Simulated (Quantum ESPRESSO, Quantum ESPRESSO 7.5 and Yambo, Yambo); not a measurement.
# BeTe (F-43m): G0W0 on several meshes in Yambo

Wanted: mesh dependence and cost of G0W0 for BeTe (F-43m).

Calculated with Quantum ESPRESSO 7.5 and Yambo 5.3.0; PBE and many-body steps on it, plane waves.

The database entry behind the starting cell differs from later determinations by our own check (an axis about 1.5 % short against later determinations), so it need not match the best structure at ambient conditions.

**1. The structure**

The structure is cubic, space group F-43m (No. 216). Conventional cell: a = 5.540 Å, b = 5.540 Å, c = 5.540 Å, α = 90.00°, β = 90.00°, γ = 90.00°. Nearest to Be lie 4 Te at 2.40 Å. Nearest to Te lie 4 Be at 2.40 Å. Farther neighbours and most contacts between anions are not listed.

The cell and positions come from the Crystallography Open Database and are kept as given unless a step says otherwise. Spin-orbit coupling is left out unless a step names it.

**2. Empty states on the mesh, 4×4×4 mesh, 283 bands**

This step: Quantum ESPRESSO 7.5; DFT, PBE, plane waves, norm-conserving pseudopotentials.

The sums over transitions need many empty states on a uniform mesh; this step solves for them.

File pw.in:

```
&control
  calculation = 'nscf'
  prefix = 'x'
  outdir = 'o'
  pseudo_dir = 'pseudo'
/
&system
  ibrav = 0
  nat = 2
  ntyp = 2
  ecutwfc = 76.0
  nbnd = 283
  force_symmorphic = .true.
/
&electrons
  conv_thr = 1e-9
  electron_maxstep = 80
  diago_full_acc = .true.
  diago_thr_init = 5e-6
/
ATOMIC_SPECIES
  Be 9.012 Be.upf
  Te 127.6 Te.upf
CELL_PARAMETERS angstrom
  0.0000000000 2.7700000000 2.7700000000
  2.7700000000 0.0000000000 2.7700000000
  2.7700000000 2.7700000000 -0.0000000000
ATOMIC_POSITIONS crystal
  Be 0.0000000000 0.0000000000 0.0000000000
  Te 0.2500000000 0.2500000000 0.2500000000
K_POINTS automatic
  4 4 4 0 0 0
```

Launch:

```
> OMP_NUM_THREADS=1 mpirun -n 4 pw.x -nk 4 -in pw.in > pw.out
```

What it wrote:

```text
Program PWSCF v.7.5 starts

     This program is part of the open-source Quantum ESPRESSO suite
     for quantum simulation of materials; please cite
         "P. Giannozzi et al., J. Phys.:Condens. Matter 21 395502 (2009);
         "P. Giannozzi et al., J. Phys.:Condens. Matter 29 465901 (2017);
         "P. Giannozzi et al., J. Chem. Phys. 152 154105 (2020);
     in publications or presentations arising from this work. More details at

     Atomic positions and unit cell read from directory:
     o/x.save/

     Message from routine setup:
[...]
k =-0.3536-0.3536 0.3536 (  3214 PWs)   bands (ev):

[...]
73.3422  74.1205  74.1205  77.0629  77.6512  77.6512  78.6341  79.8585
     [... 24 further rows ...]
   191.2705 191.2705 192.7222 193.6850 195.8085 195.8085 198.5706 198.6895
   198.6895 199.4281 199.4281

          k = 0.3536 0.0000 0.0000 (  3207 PWs)   bands (ev):

     [... further k-points ...]

     highest occupied, lowest unoccupied level (ev):     8.4374   10.3016

     XML data file, pseudopotentials, collected wavefunctions

=------------------------------------------------------------------------------=
   JOB DONE.
=------------------------------------------------------------------------------=
```

Run time: 19 s. Hardware: 4 MPI ranks of Arm Neoverse V2, shared host; peak memory 0.53 GiB; 77 s of CPU time.

This step gave:

* gap: 1.864 eV
* k of the valence top: 0, 0, 0
* k of the conduction bottom: 0, -0.5, -0.5
* least direct gap: 3.606 eV
* k points computed: 8
* lowest point of the top converged band, above the valence top: 185.0245 eV

On this mesh the gap is 1.864 eV.

The density comes from a self-consistent run that is not shown.

**3. Conversion and set-up**

This step: Yambo 5.3.0; conversion and set-up on PBE, plane waves, norm-conserving pseudopotentials.

The states are converted to the many-body program's format and the q mesh is built.

Launch:

```
> (cd o/x.save; p2y > p2y.log; mv SAVE ../..); yambo > setup.log
```

What it wrote:

```text
 Yambo, version 5.3.0

 [02] CORE Variables Setup
 =========================

  [02.01] Unit cells
  ==================

  Cell kind             :  FCC
  Atoms in the cell     :  Be  Te
  number of Be atoms    :  1
  number of Te atoms    :  1

  List of atomic masses
  Mass of Be    :  9.012000
  Mass of Te    :  127.6000

  List of atomic coordinates    : [cc]
  Be1       :  0.000000  0.000000  0.000000  order 1
  Te1       :  2.617271  2.617271  2.617271  order 2

  Alat factors          :  5.234541  5.234541  5.234541 [a.u.]
  Direct lattice volume :  286.8573 [a.u.]
[...]
==========================================

 IBZ Q-points                                      :   8
 BZ  Q-points                                      :   64

 K/Q-points units:
 rlu = crystal or reduced units; cc = cartesian coordinates; iku = interal k-units

 Q [1]          [rlu]:  0.000000  0.000000  0.000000
 Q [2]          [rlu]: -0.61447E-17 -0.61447E-17  0.25000
 Q [3]          [rlu]:  0.12289E-16  0.12289E-16 -0.50000
[...]
Q [7]          [rlu]: -0.44291E-16 -0.50000     -0.50000
 Q [8]          [rlu]:  0.250000 -0.500000 -0.250000

  [03.01] X indexes
  =================

   [03.01.01] Sigma indexes
   ========================

 [06] Game Over & Game summary
```

It took 1.9 s on 1 MPI rank; peak memory 0.24 GiB.

**4. 4×4×4**

Now the one-shot GW correction: screening in the RPA, then the self-energy of the levels asked for.

This step: G0W0 on PBE, plane waves, norm-conserving pseudopotentials.

File gw2.in:

```
HF_and_locXC
gw0
dyson
ppa
em1d
rim_cut
RandQpts= 1000000
RandGvec= 1 RL
EXXRLvcs= 76 Ry
VXCRLvcs= 304 Ry
Chimod= "HARTREE"
% BndsRnXp
 1 | 121 |
%
NGsBlkXp= 10.5 Ry
% LongDrXp
 1 | 1 | 1 |
%
% GbndRnge
 1 | 121 |
%
DysSolver= "n"
ExtendOut
PPAPntXp= 27.21138 eV
% QPkrange
 1 | 1 | 9 | 12 |
 7 | 7 | 9 | 12 |
%
```

Launch:

```
> OMP_NUM_THREADS=1 mpirun -n 4 yambo -F gw2.in -J gw2 -C gw2 > gw2.log
```

What it wrote:

```text
 Yambo, version 5.3.0

 [02] CORE Variables Setup
 =========================

  [... cell, symmetries and grids as in the set-up ...]

  [02.05] Energies & Occupations
  ==============================

  [X] === General ===
  [X] Electronic Temperature                        :  0.000000  0.000000 [eV K]
  [X] Bosonic    Temperature                        :  0.000000  0.000000 [eV K]
  [X] Finite Temperature mode                       : no
  [X] El. density                                   :  0.47050E+24 [cm-3]
  [X] Fermi Level                                   :  8.437427 [eV]

  [X] === Gaps and Widths ===
  [X] Conduction Band Min                           :  1.864207 [eV]
  [X] Valence Band Max                              :  0.000000 [eV]
  [X] Filled Bands                                  :  10
  [X] Empty Bands                                   :   11  283
  [X] Direct Gap                                    :  3.605898 [eV]
  [X] Direct Gap localized at k                     :  1
  [X] Indirect Gap                                  :  1.864207 [eV]
  [X] Indirect Gap between kpts                     :   1   7
  [X] Last valence band width                       :  3.441678 [eV]
  [X] 1st conduction band width                     :  3.469896 [eV]

 [03] Transferred momenta grid and indexing
 ==========================================

 IBZ Q-points                                      :   8
 BZ  Q-points                                      :   64

 K/Q-points units:
 rlu = crystal or reduced units; cc = cartesian coordinates; iku = interal k-units

 Q [1]          [rlu]:  0.000000  0.000000  0.000000
 Q [2]          [rlu]: -0.61447E-17 -0.61447E-17  0.25000
 Q [3]          [rlu]:  0.12289E-16  0.12289E-16 -0.50000
 Q [4]          [rlu]:  0.22146E-16  0.25000      0.25000
 Q [5]          [rlu]: -0.24636E-16  0.25000      0.50000
 Q [6]          [rlu]:  0.12289E-16  0.25000     -0.25000
 Q [7]          [rlu]: -0.44291E-16 -0.50000     -0.50000
 Q [8]          [rlu]:  0.250000 -0.500000 -0.250000

 [04] Coloumb potential Random Integration (RIM)
 ===============================================

  [04.01] RIM initialization
  ==========================

  * Diagonal components only detected *

  8 x (sBL volume)        :  0.108090 [a.u.]
  sBZ random points       :  1000000
  Points outside the sBZ  :   7987327
  RL volume               :  0.864716 [a.u.]
  Integrated volume       :  0.866088 [a.u.]

  [04.02] RIM integrals
  =====================

  Gamma point sphere radius             :  0.086406 [a.u.]
  Points outside the sphere             :   799513
  [Int_sBZ(q=0) 1/q^2]*(Vol_sBZ)^(-1/3) =:  7.764325
                                 should be <:  7.795600

  Summary of Coulomb integrals for non-metallic bands |Q|[au] RIM/Bare

  Q [1] 0.100000E-4 0.995988 * Q [2] 0.259879 1.065884
  Q [4] 0.300083 1.064810 * Q [6] 0.424381 1.027704
  Q [5] 0.497631 1.020409 * Q [3] 0.519759 1.018308
  Q [7] 0.600166 1.014905 * Q [8] 0.671006 1.011860

 [WARNING] [Xp] User bands 1-121 break level degeneracy

 [05] Dipoles
 ============

  [05.01] Setup: observables and procedures
  =========================================

 [06] Dynamic Dielectric Matrix (PPA)
 ====================================

 [WR./gw2//ndb.pp]---------------------------------------------------------------
  Brillouin Zone Q/K grids (IBZ/BZ)                :    8   64    8   64
  RL vectors                                       :   3943 [WF]
  Coulomb cutoff potential                         : none
  Electronic Temperature                           :  0.000000 [K]
  Bosonic    Temperature                           :  0.000000 [K]
  PPA    diel. fun.  energies                      : Perdew, Burke & Ernzerhof(X)+Perdew, Burke & Ernzerhof(C)
  wavefunctions                                    : Perdew, Burke & Ernzerhof(X)+Perdew, Burke & Ernzerhof(C)
  Global Gauge                                     : length
  X matrix size                                    :  181
  X band range                                     :    1  121
  X e/h energy range                               : -1.000000 -1.000000 [eV]
  X Time ordering                                  : R
  X Hxc Kernel                                     : HARTREE
  X Drude frequency                                :  0.000000  0.000000
  X poles                                          :  100.0000 [o/o]
  RL vectors in the sum                            :   3943
  [r,Vnl] included                                 : yes
  Field direction                                  :  0.577350E-5  0.577350E-5  0.577350E-5
  BZ energy Double Grid                            : no
  BZ energy DbGd points                            : 0
  BZ Q point size factor                           : -1.000000
  X Optical Averaged directions                    : none

 [07] Local Exchange-Correlation + Non-Local Fock
 ================================================

 [VXC] Plane waves :  25749
 [EXS] Plane waves :   3215

 QP @ state[ 1 ] K range:  1  1
 QP @ state[ 1 ] b range:   9  12
 QP @ state[ 2 ] K range:   7   7
 QP @ state[ 2 ] b range:   9  12

 [xc] Functional : Perdew, Burke & Ernzerhof(X)+Perdew, Burke & Ernzerhof(C)
 [xc] LIBXC used to calculate xc functional
  PP Number of Atomic Species                      :  2
  NLCC RL compoments                               :  25749
  PP Number of Atomic Species                      :  2
  NLCC RL compoments                               :  25749

 [xc] E_xc :  -12.33430 [Ha]
      E_xc :  -24.66860 [Ry]

  Local XC kind (lXC) : Perdew, Burke & Ernzerhof(X)+Perdew, Burke & Ernzerhof(C)
  Non-Local XC kind (nlXC) : Hartree-Fock

  Corrections @ K [1] :  [eV]
 <9|nlXC|9> = -15.32537 -0.65840E-17 <9|lXC|9> = -12.66958 -0.75527E-15
 <10|nlXC|10> = -15.32525  0.26063E-17 <10|lXC|10> = -12.66958  0.18881E-15
 <11|nlXC|11> = -5.826542 -0.23834E-18 <11|lXC|11> = -10.43606  0.37369E-19
 <12|nlXC|12> = -5.826787  0.31771E-17 <12|lXC|12> = -10.43606  0.18882E-15

  Corrections @ K [7] :  [eV]
 <9|nlXC|9> = -14.87692  0.81457E-17 <9|lXC|9> = -11.44079 -0.14023E-19
 <10|nlXC|10> = -14.87696 -0.11399E-16 <10|lXC|10> = -11.44079 -0.94408E-16
 <11|nlXC|11> = -5.042728 -0.53954E-17 <11|lXC|11> = -8.978121 -0.36514E-16
 <12|nlXC|12> = -5.563483 -0.15817E-17 <12|lXC|12> = -9.758901  0.59003E-16

 [08] Dyson equation: Newton solver
 ==================================

  [08.01] G0W0 (W PPA)
  ====================

  [  GW  ] Bands range     :    1  121
  [GW/PPA] G damping       :  0.100000 [eV]

  QP @ state[ 1 ] K range:  1  1
  QP @ state[ 1 ] b range:   9  12
  QP @ state[ 2 ] K range:   7   7
  QP @ state[ 2 ] b range:   9  12

   Sc/G bands                                       :    1  121
   Sc/G damping                                     :  0.100000 ev
   Sc bands terminator                              : no
   Sx RL components                                 :   3215

   QP @ state[ 1 ] K range                          :  1  1
   QP @ state[ 1 ] b range                          :   9  12
   QP @ state[ 2 ] K range                          :   7   7
   QP @ state[ 2 ] b range                          :   9  12
   GF energies kind                                 : Perdew, Burke & Ernzerhof(X)+Perdew, Burke & Ernzerhof(C)
   GF WF`s kind                                     : Perdew, Burke & Ernzerhof(X)+Perdew, Burke & Ernzerhof(C)
   Xs energies kind                                 : Perdew, Burke & Ernzerhof(X)+Perdew, Burke & Ernzerhof(C)
   Xs WF`s kind                                     : Perdew, Burke & Ernzerhof(X)+Perdew, Burke & Ernzerhof(C)

 [11] Game Over & Game summary
```

The job ended after 46 s (4 MPI ranks; peak memory 1.5 GiB).

This step gave:

```yaml
g0w0_gap_on_the_points_computed: 3.235 eV
starting_gap_on_the_mesh: 1.864 eV
k_of_the_valence_top: 0, 0, 0
k_of_the_conduction_bottom: 0, -0.5, -0.5
least_direct_g0w0_gap_on_the_computed_points: 5.248 eV
z_at_the_valence_top: 0.8091
z_at_the_conduction_bottom: 0.8203
```

The gap on the mesh goes from 1.86 eV to 3.23 eV, a correction of +1.37 eV.

**5. Empty states on the mesh, 2×2×2 mesh, 121 bands**

This step: Quantum ESPRESSO 7.5; DFT, PBE, plane waves, norm-conserving pseudopotentials.

pw.in, as its differences from that of step 2:

```diff
@@ -11,3 +11,3 @@
   ecutwfc = 76.0
-  nbnd = 283
+  nbnd = 121
   force_symmorphic = .true.
@@ -31,2 +31,2 @@
 K_POINTS automatic
-  4 4 4 0 0 0
+  2 2 2 0 0 0
```

Launch:

```
> OMP_NUM_THREADS=1 mpirun -n 4 pw.x -nk 4 -in pw.in > pw.out
```

What it wrote:

```text
[banner, memory and clock lines left out]
Program PWSCF v.7.5 starts

     Atomic positions and unit cell read from directory:
     o/x.save/

     Message from routine setup:
     using ibrav=0 with symmetry is DISCOURAGED, use correct ibrav instead

     Message from routine divide_et_impera:
     suboptimal parallelization: some nodes have no k-points

     G-vector sticks info

     bravais-lattice index     =            0
     lattice parameter (alat)  =       7.4028  a.u.
     unit-cell volume          =     286.8573 (a.u.)^3
     number of atoms/cell      =            2
[...]
[... 4 further rows ...]
[...]
110.4109

          k =-0.3536-0.3536 0.3536 (  3214 PWs)   bands (ev):

[...]
[... 4 further rows ...]
[...]
109.2790

          k =-0.7071 0.0000 0.0000 (  3250 PWs)   bands (ev):

[...]
76.0125  78.2848  78.2848  78.8383  78.9514  79.6466  79.6466  81.5662
     [... 4 further rows ...]
   102.1787 102.9180 104.5695 104.9212 104.9212 105.5055 107.1937 107.1937
   107.9874

     highest occupied, lowest unoccupied level (ev):     8.4374   10.3016

     XML data file, pseudopotentials, collected wavefunctions
```

The job ended after 3.3 s (4 MPI ranks; peak memory 0.29 GiB; 13 s of CPU time).

This step gave:

| Quantity | Value |
| --- | --- |
| gap | 1.864 eV |
| k of the valence top | 0, 0, 0 |
| k of the conduction bottom | 0, -0.5, -0.5 |
| least direct gap | 3.606 eV |
| k points computed | 3 |
| lowest point of the top converged band, above the valence top | 99.5499 eV |

On this mesh the gap is 1.864 eV.

[end of part 1 of 2]

[Paths, hosts, dates, memory and timing lines, banners, echoed tables and standing remarks are left out of the program output.]

[Logs are printed without paths, hosts, clocks, repeated set-up lines and the standing remarks that a program may print on its own settings, such as how far it seeks lower states.]

[Runs of the session that timed out or met a known fault of the program may be left out.]

[Hosts, paths, dates, database ids (printed as entryN), source tags and the programs' standing remarks are cut or masked in the printed files.]
